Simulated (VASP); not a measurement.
MgSe in VASP 6.6.1, single-point calculation

INCAR

```
ISIF = 2
EDIFF = 1E-7
NSW = 0
NELM = 120
ENCUT = 520
LCHARG = .FALSE.
LWAVE = .FALSE.
NBANDS = 11
PREC = Accurate
ISMEAR = -1
NELMDL = 0
SIGMA = 0.02
LREAL = .FALSE.
LASPH = .TRUE.
GGA = PE
IBRION = -1
```

KPOINTS

```
KPOINTS created by Atomic Simulation Environment
0
Gamma
8 8 8
0 0 0
```

POSCAR

```
Mg Se
 1.0000000000000000
     0.0270890668000000    2.7362693762000001    2.7362693762000001
     2.7362693762000001    0.0270890668000000    2.7362693762000001
     2.7633584430000000    2.7633584430000000    0.0000000000000000
 Mg  Se
   1   1
Cartesian
  0.0000000000000000  0.0000000000000000  0.0000000000000000
  2.7633584430000000  2.7633584430000000  2.7362693762000001
```

The recommended PBE PAW datasets give the neutral cell 8 valence electrons.

Command

```
mpirun -np 1 vasp_std
```

**Question.** How does this run end, and what does it give?

**Answer.** It converged. Results: gap between bands v and c on the k mesh 1.68 eV; least direct gap on the k mesh 2.42 eV; pressure 1.1 GPa. Band v is the last that the valence electrons fill when counted band by band, and c is the next.

OSZICAR

```
N       E                     dE             d eps       ncg     rms          rms(c)
DAV:   1     0.230247696340E+02    0.23025E+02   -0.34675E+03  2178   0.586E+02
DAV:   2    -0.628545069744E+01   -0.29310E+02   -0.27748E+02  2670   0.946E+01
DAV:   3    -0.778287155309E+01   -0.14974E+01   -0.14947E+01  2589   0.227E+01
DAV:   4    -0.779047124320E+01   -0.75997E-02   -0.75993E-02  2361   0.194E+00
DAV:   5    -0.779051917788E+01   -0.47935E-04   -0.47934E-04  2542   0.154E-01    0.296E+00
DAV:   6    -0.752912521837E+01    0.26139E+00   -0.46112E-01  2300   0.253E+00    0.187E+00
DAV:   7    -0.748630898245E+01    0.42816E-01   -0.20822E-01  2429   0.183E+00    0.940E-01
DAV:   8    -0.748584615226E+01    0.46283E-03   -0.10034E-02  2279   0.530E-01    0.254E-01
DAV:   9    -0.748574356826E+01    0.10258E-03   -0.30537E-04  2390   0.924E-02    0.119E-01
DAV:  10    -0.748575463518E+01   -0.11067E-04   -0.13993E-04  2354   0.506E-02    0.239E-02
DAV:  11    -0.748575143737E+01    0.31978E-05   -0.19400E-05  2405   0.177E-02    0.583E-03
DAV:  12    -0.748575165943E+01   -0.22205E-06   -0.70115E-07  2445   0.483E-03    0.135E-03
DAV:  13    -0.748575163501E+01    0.24411E-07   -0.60914E-09  1267   0.504E-04
   1 F= -.74857516E+01 E0= -.74857516E+01  d E =-.791734E-11
```

For comparison, a separate PBE run of the intended cell, on usual settings and not on those above, gives a gap of 1.68 eV on its mesh and a pressure of 1.1 GPa.
